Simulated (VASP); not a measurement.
# Ta2N (P-1) in VASP: notebook

The runs below take Ta2N through single point, with RPBE, PBEsol+U.

Everything below comes from runs of VASP 6.6.1. Logs are shortened: lines on timing, memory, paths and dates and some standing lists are left out, and cuts for length are marked.

## Step 1: The crystal as given

The typed cell holds 3 atoms: a = 3.103 Å, b = 3.111 Å, c = 4.921 Å, α = 90.30°, β = 89.98°, γ = 119.87°.

The cell comes from a database or a generator and needn't be the stable form of this composition.

## Step 2: Single point, RPBE

Contents of INCAR:

```
SYSTEM = Ta2N
PREC = Accurate
ENCUT = 520
EDIFF = 1E-7
ISMEAR = 0
SIGMA = 0.001
LREAL = .FALSE.
LASPH = .TRUE.
NELM = 100
ALGO = Fast
ISIF = 2
LWAVE = .FALSE.
LCHARG = .FALSE.
GGA = RP
NBANDS = 20
```

Contents of KPOINTS:

```
Automatic mesh
0
G
  10 10 6
  0 0 0
```

Contents of POSCAR:

```
Ta2N
1.0
    3.1034697186      0.0012140423      0.0006663490
   -1.5506834678      2.6970707176     -0.0083078966
    0.0010424535     -0.0144058839      4.9206828159
Ta N
2 1
Direct
    0.3484372201      0.6705666909      0.2565516082
    0.6776022175      0.3277340151      0.7448703896
    0.0130245624     -0.0008647060      0.0007110022
```

Potentials or basis: VASP PAW PBE potentials, release 64 (Ta_pv, N).

On the command line:

```console
$ cat potpaw_PBE.64/Ta_pv/POTCAR potpaw_PBE.64/N/POTCAR > POTCAR
$ mpirun -np 1 vasp_std > vasp.out
```

OUTCAR:

```text
SYSTEM = Ta2N
   PREC = Accurate
   ENCUT = 520
   EDIFF = 1E-7
   ISMEAR = 0
   LREAL = .FALSE.
   LASPH = .TRUE.
   NELM = 100
   ISIF = 2
   GGA = RP

 ion  position               nearest neighbor table
   1  0.348  0.671  0.257-   3 2.19   3 2.19   3 2.20   2 2.98   2 3.01   2 3.01   2 3.09   2 3.09
                             2 3.09
   2  0.678  0.328  0.745-   3 2.19   3 2.19   3 2.20   1 2.98   1 3.01   1 3.01   1 3.09   1 3.09
                             1 3.09
   3  0.013  0.999  0.001-   1 2.19   2 2.19   2 2.19   1 2.19   2 2.20   1 2.20

  LATTYP: Found a triclinic cell.
 ALAT       =     3.1110896313
 B/A-ratio  =     0.9975508247
 C/A-ratio  =     1.5816657817
 COS(alpha) =     0.0004254152
 COS(beta)  =     0.0053140015
 COS(gamma) =     0.4980988070

  Lattice vectors:

 A1 = (   1.5506834678,  -2.6970707176,   0.0083078966)
 A2 = (   3.1034697186,   0.0012140423,   0.0006663490)
 A3 = (   0.0010424535,  -0.0144058839,   4.9206828159)

Analysis of symmetry for initial positions (statically):
=====================================================================
 Subroutine PRICEL returns:
 Original cell was already a primitive cell.

 Routine SETGRP: Setting up the symmetry group for a
 triclinic supercell.

 Subroutine GETGRP returns: Found  1 space group operations
 (whereof  1 operations were pure point group operations)
 out of a pool of  2 trial point group operations.

The static configuration has the point symmetry C_1 .

Analysis of symmetry for dynamics (positions and initial velocities):
=====================================================================
 Subroutine PRICEL returns:
 Original cell was already a primitive cell.

 Routine SETGRP: Setting up the symmetry group for a
 triclinic supercell.

 Subroutine GETGRP returns: Found  1 space group operations
 (whereof  1 operations were pure point group operations)
 out of a pool of  2 trial point group operations.

The dynamic configuration has the point symmetry C_1 .

 Subroutine INISYM returns: Found  1 space group operations
 (whereof  1 operations are pure point group operations),
 and found     1 'primitive' translations

----------------------------------------------------------------------------------------

                                     Primitive cell

  volume of cell :      41.1964

  direct lattice vectors                    reciprocal lattice vectors
     3.103469719  0.001214042  0.000666349     0.322147438  0.185220447  0.000474007
    -1.550683468  2.697070718 -0.008307897    -0.000145244  0.370692464  0.001085277
     0.001042453 -0.014405884  4.920682816    -0.000043870  0.000600781  0.203225597

  length of vectors
     3.103470028  3.111089631  4.920704014     0.371598992  0.370694081  0.203226489

  position of ions in fractional coordinates (direct lattice)
     0.348437220  0.670566691  0.256551608
     0.677602218  0.327734015  0.744870390
     0.013024562  0.999135294  0.000711002

  ion indices of the primitive-cell ions
   primitive index   ion index
                 1           1
                 2           2
                 3           3

----------------------------------------------------------------------------------------

 KPOINTS: Automatic mesh

Automatic generation of k-mesh.
 Grid dimensions read from file:
 generate k-points for:   10   10    6

 Generating k-lattice:

  Cartesian coordinates                     Fractional coordinates (reciprocal lattice)
     0.032214744  0.018522045  0.000047401     0.100000000 -0.000000000 -0.000000000
    -0.000014524  0.037069246  0.000108528    -0.000000000  0.100000000  0.000000000
    -0.000007312  0.000100130  0.033870933     0.000000000 -0.000000000  0.166666667

  Length of vectors
     0.037159899  0.037069408  0.033871082

  Shift w.r.t. Gamma in fractional coordinates (k-lattice)
     0.000000000  0.000000000  0.000000000

 Subroutine IBZKPT returns following result:
 ===========================================

 Found    304 irreducible k-points:

 Following reciprocal coordinates:
            Coordinates               Weight
  0.000000  0.000000  0.000000      1.000000
  0.100000 -0.000000  0.000000      2.000000
  0.200000 -0.000000  0.000000      2.000000
  0.300000 -0.000000  0.000000      2.000000
  0.400000 -0.000000  0.000000      2.000000
  0.500000  0.000000  0.000000      1.000000
[... 16 lines left out ...]
 -0.400000  0.200000 -0.000000      2.000000
 -0.300000  0.200000 -0.000000      2.000000
 [... further k-points ...]
   k-points           NKPTS =    304   k-points in BZ     NKDIM =    304   number of bands    NBANDS=     20
   number of dos      NEDOS =    301   number of ions     NIONS =      3
   total plane-waves  NPLWV =  23040
   dimension x,y,z NGX =    24 NGY =   24 NGZ =   40
   dimension x,y,z NGXF=    48 NGYF=   48 NGZF=   80
   ions per type =               2   1
   NGX,Y,Z   is equivalent  to a cutoff of  12.86, 12.82, 13.51 a.u.
   NGXF,Y,Z  is equivalent  to a cutoff of  25.71, 25.65, 27.03 a.u.
 SYSTEM =  Ta2N
   PREC   = accura    normal or accurate (medium, high low for compatibility)
   ISTART =      0    job   : 0-new  1-cont  2-samecut
   ICHARG =      2    charge: 1-file 2-atom 10-const
   ISPIN  =      1    spin polarized calculation?
   LNONCOLLINEAR =      F non collinear calculations
   LSORBIT =      F    spin-orbit coupling
   LASPH  =      T    aspherical Exc in radial PAW
   ENCUT  =  520.0 eV  38.22 Ry    6.18 a.u.   5.77  5.78  9.15*2*pi/ulx,y,z
   NELM   =    100;   NELMIN=  2; NELMDL= -5     # of ELM steps
   EDIFF  = 0.1E-06   stopping-criterion for ELM
   LREAL  =      F    real-space projection
   EDIFFG = 0.1E-05   stopping-criterion for IOM
   NSW    =      0    number of steps for IOM
   IBRION =     -1    ionic relax: 0-MD 1-quasi-New 2-CG
   NFREE  =      0    steps in history (QN), initial steepest desc. (CG)
   ISIF   =      2    stress and relaxation
   ISYM   =      2    0-nonsym 1-usesym 2-fastsym
   POTIM  = 0.5000    time-step for ionic-motion
   TEBEG  =    0.0;   TEEND  =   0.0 temperature during run
   PSTRESS=    0.0 pullay stress
   NELECT =      27.0000    total number of electrons
   NUPDOWN=      -1.0000    fix difference up-down
   EMIN   =  10.00;   EMAX   =-10.00  energy-range for DOS
   EFERMI =   0.00;   METHOD = LEGACY
   ISMEAR =     0;   SIGMA  =   0.00  broadening in eV -4-tet -1-fermi 0-gaus
   EFERMI_NEDOS =   21; number of points for ismear=-14 and -15
   IALGO  =     68    algorithm
   IMIX   =      4    mixing-type and parameters
     AMIX     =   0.40;   BMIX     =  1.00
     AMIX_MAG =   1.60;   BMIX_MAG =  1.00
  volume/ion in A,a.u.               =      13.73        92.67
  Fermi-wavevector in a.u.,A,eV,Ry     =   1.422033  2.687253 27.513405  2.022178
  Thomas-Fermi vector in A             =   2.542780
   LORBIT       =      0    0 simple, 1 ext, 2 COOP (PROOUT), +10 PAW based schemes
   GGA     = RP    functional components
   LHFCALC =     F    Hartree Fock is set to
   AEXX    =    0.0000 exact exchange contribution
   IVDW    =     0    specifies the selected vdW correction
   LEPSILON=     F    determine dielectric tensor
   LRPA    =     F    only Hartree local field effects (RPA)
 non-spin polarized calculation
 RMM-DIIS sequential band-by-band and
 Gauss-broadening in eV      SIGMA  =   0.00
  energy-cutoff  :      520.00
  volume of cell :       41.20
 maximum number of plane-waves:      1136
   NGX = 11   NGY = 11   NGZ = 19

 number of electron      26.9999999 magnetization

 Free energy of the ion-electron system (eV)
  ---------------------------------------------------
  ext. energy  EPLUGINS =         0.00000000
  ---------------------------------------------------
  free energy    TOTEN  =       -32.85247604 eV

  energy without entropy =      -32.85247115  energy(sigma->0) =      -32.85247360

 E-fermi :   7.5162     XC(G=0): -12.7468

 val. band max:        7.5156351270   @ k =   0.1000  -0.0000   0.0000
 cond. band min:       7.5163816647   @ k =   0.2000   0.1000   0.1667
 fundamental gap:      0.0007465377
 Fermi energy:         7.5161909874

 k-point     1 :       0.0000    0.0000    0.0000
  band No.  band energies     occupation
      1     -28.2304      2.00000
      2     -27.5400      2.00000
      3     -27.5273      2.00000
      4     -27.4204      2.00000
      5     -27.4174      2.00000
      6     -27.3287      2.00000
[... 12 lines left out ...]
     19       8.6342      0.00000
     20      12.3141      0.00000

 k-point     2 :       0.1000   -0.0000    0.0000
  band No.  band energies     occupation
      1     -28.2022      2.00000
      2     -27.5900      2.00000
      3     -27.5556      2.00000
      4     -27.4778      2.00000
      5     -27.4236      2.00000
      6     -27.3385      2.00000
[... 12 lines left out ...]
     19       9.3552      0.00000
     20      12.2902      0.00000

 k-point     3 :       0.2000   -0.0000    0.0000
  band No.  band energies     occupation
      1     -28.1237      2.00000
      2     -27.7421      2.00000
      3     -27.6221      2.00000
      4     -27.6054      2.00000
      5     -27.4413      2.00000
      6     -27.3700      2.00000
[... 12 lines left out ...]
     19      10.9551      0.00000
     20      11.9141      0.00000

 k-point     4 :       0.3000   -0.0000    0.0000
  band No.  band energies     occupation
      1     -28.0180      2.00000
      2     -27.9250      2.00000
      3     -27.7879      2.00000
      4     -27.6625      2.00000
      5     -27.4667      2.00000
      6     -27.4243      2.00000
[... 12 lines left out ...]
     19      11.5433      0.00000
     20      12.5798      0.00000

 k-point     5 :       0.4000   -0.0000    0.0000
  band No.  band energies     occupation
      1     -28.0908      2.00000
      2     -27.9154      2.00000
      3     -27.8885      2.00000
      4     -27.7064      2.00000
      5     -27.4952      2.00000
      6     -27.4866      2.00000
[... 12 lines left out ...]
     19      11.6488      0.00000
     20      12.2898      0.00000
[... 353 lines left out ...]
      6     -27.5799      2.00000
[... 12 lines left out ...]
     19      11.6722      0.00000
     20      13.4654      0.00000

 k-point    22 :       0.5000    0.2000   -0.0000
  band No.  band energies     occupation
      1     -28.0571      2.00000
      2     -27.9182      2.00000
      3     -27.8356      2.00000
      4     -27.7570      2.00000
      5     -27.6110      2.00000
      6     -27.5283      2.00000
[... 12 lines left out ...]
     19      12.2842      0.00000
     20      13.0542      0.00000

 k-point    23 :      -0.4000    0.2000   -0.0000
  band No.  band energies     occupation
      1     -27.9790      2.00000
      2     -27.9164      2.00000
      3     -27.8890      2.00000
      4     -27.6700      2.00000
      5     -27.5543      2.00000
      6     -27.4560      2.00000
[... 12 lines left out ...]
     19      12.3622      0.00000
     20      12.6570      0.00000

 k-point    24 :      -0.3000    0.2000   -0.0000
  band No.  band energies     occupation
      1     -28.0555      2.00000
      2     -27.8364      2.00000
      3     -27.7666      2.00000
      4     -27.6175      2.00000
      5     -27.4811      2.00000
      6     -27.4014      2.00000
[... 12 lines left out ...]
     19      11.7258      0.00000
     20      12.0028      0.00000

 [... further k-points ...]
[... 5 lines left out ...]
  --------------------------------------------------------------------------------------
  -------------------------------------------------------------------------------------
  Total        0.1220375      0.1560397      0.0811992     -0.0238440      0.0056030      0.0018805
  in kB        4.7461866      6.0685725      3.1579342     -0.9273227      0.2179079      0.0731368
  external PRESSURE =       4.6575644 kB  Pullay stress =       0.0000000 kB

 VOLUME and BASIS-vectors are now :
 -----------------------------------------------------------------------------
  energy-cutoff  :      520.00
  volume of cell :       41.20
      direct lattice vectors                 reciprocal lattice vectors
     3.103469719  0.001214042  0.000666349     0.322147438  0.185220447  0.000474007
    -1.550683468  2.697070718 -0.008307897    -0.000145244  0.370692464  0.001085277
     0.001042453 -0.014405884  4.920682816    -0.000043870  0.000600781  0.203225597

 POSITION                                       TOTAL-FORCE (eV/Angst)
 -----------------------------------------------------------------------------------
      0.04180      1.80529      1.25707         0.006470     -0.004285      0.052382
      1.59548      0.87401      3.66300        -0.005993      0.003817     -0.052327
     -1.50892      2.69474     -0.00479        -0.000477      0.000468     -0.000055
 -----------------------------------------------------------------------------------
    total drift:                               -0.000116     -0.000001      0.000060

  FREE ENERGIE OF THE ION-ELECTRON SYSTEM (eV)
  ---------------------------------------------------
  free  energy   TOTEN  =       -32.8524760386 eV

  energy  without entropy=      -32.8524711538  energy(sigma->0) =      -32.85247360
```

It took 2.2 min on 1 thread of Intel Xeon Platinum 8375C at 2.90GHz (Ice Lake), shared host; peak memory 0.34 GiB.

Results:

```yaml
Free_energy: -32.8525 eV
Pressure: 0.5 GPa
Largest_force: 0.053 eV/Å
Band_gap_on_the_k_mesh: none (metal or under the smearing width)
```

Forces on the atoms (eV/Å):
```
Ta   0.006 -0.004  0.052
Ta  -0.006  0.004 -0.052
N    0.000  0.000  0.000
```

Caveat: the PAW data sets were made with another functional, which shifts forces and pressure a little. Spin-orbit coupling is left out, which matters for the levels of Ta.

## Step 3: Single point, PBEsol+U

This run uses another cell than the first one, of 13.08 Å³/atom, 0.952 times its volume.

Contents of INCAR:

```
PREC = Accurate
ENCUT = 520
EDIFF = 1E-6
ISMEAR = 0
SIGMA = 0.1
LREAL = F
LASPH = T
NELM = 150
ALGO = Normal
ISIF = 2
LWAVE = F
LCHARG = F
LMAXMIX = 4
LDAU = T
LDAUTYPE = 2
LDAUL = 2 -1
LDAUU = 2 0
LDAUJ = 0 0
LDAUPRINT = 1
GGA = PS
NBANDS = 20
```

Contents of KPOINTS:

```
Automatic mesh
0
Gamma
  10 10 6
```

Contents of POSCAR:

```
Ta2N
1.0
    3.0707906527      0.0000000000      0.0000000000
   -1.5353953264      2.6593827149      0.0000000000
    0.0000000000      0.0000000000      4.8040242697
Ta N
2 1
Direct
    0.3333333333      0.6666666667      0.2547110000
    0.6666666667      0.3333333333      0.7452890000
    0.0000000000      0.0000000000      0.0000000000
```

Potentials or basis: VASP PAW PBE potentials, release 64 (Ta_pv, N).

On the command line:

```console
$ cat potpaw_PBE.64/Ta_pv/POTCAR potpaw_PBE.64/N/POTCAR > POTCAR
$ mpirun -np 1 vasp_std > vasp.out
```

Wall time 52 s (1 thread of AMD EPYC 7R13 (Zen 3), shared host); peak memory 0.16 GiB.

It converged, with:

```
Free energy            : -32.8210 eV
Pressure               : 9.3 GPa
Largest force          : 0.273 eV/Å
Band gap on the k mesh : none (metal or under the smearing width)
```

Forces on the atoms (eV/Å):
```
Ta   0.000  0.000  0.273
Ta   0.000  0.000 -0.273
N    0.000  0.000  0.000
```

Stress tensor (GPa, compression positive):
```
 8.31  0.00  0.00
 0.00  8.31  0.00
 0.00  0.00 11.27
```

Levels at points of the mesh, in eV from the Fermi level:
```
           k point  band 11  band 12  band 13  band 14  band 15  band 16  band 17  band 18
(0.00, 0.00, 0.00)    -5.20    -0.72    -0.22    -0.22     0.22     0.33     0.33     1.26
(0.50, 0.00, 0.00)    -4.79    -2.79    -1.49     1.89     1.99     3.92     4.28     4.45
(0.00, 0.00, 0.50)    -3.03    -2.84    -1.15    -1.15     1.83     1.91     2.45     2.45
(0.50, 0.00, 0.50)    -3.48    -2.32    -2.25    -0.33     0.79     3.56     3.71     4.32
```

Eigenvalues of the final occupation matrices:
| site | spin | trace | eigenvalues |
| --- | --- | --- | --- |
| site 1 d | 1 | 1.19 | 0.22 0.22 0.25 0.25 0.25 |
| site 1 d | 2 | 1.19 | 0.22 0.22 0.25 0.25 0.25 |
| site 2 d | 1 | 1.19 | 0.22 0.22 0.25 0.25 0.25 |
| site 2 d | 2 | 1.19 | 0.22 0.22 0.25 0.25 0.25 |

Caveat: the PAW data sets were made with another functional, which shifts forces and pressure a little; U without spin polarisation on a metal has little footing. Spin-orbit coupling is left out, which matters for the levels of Ta.
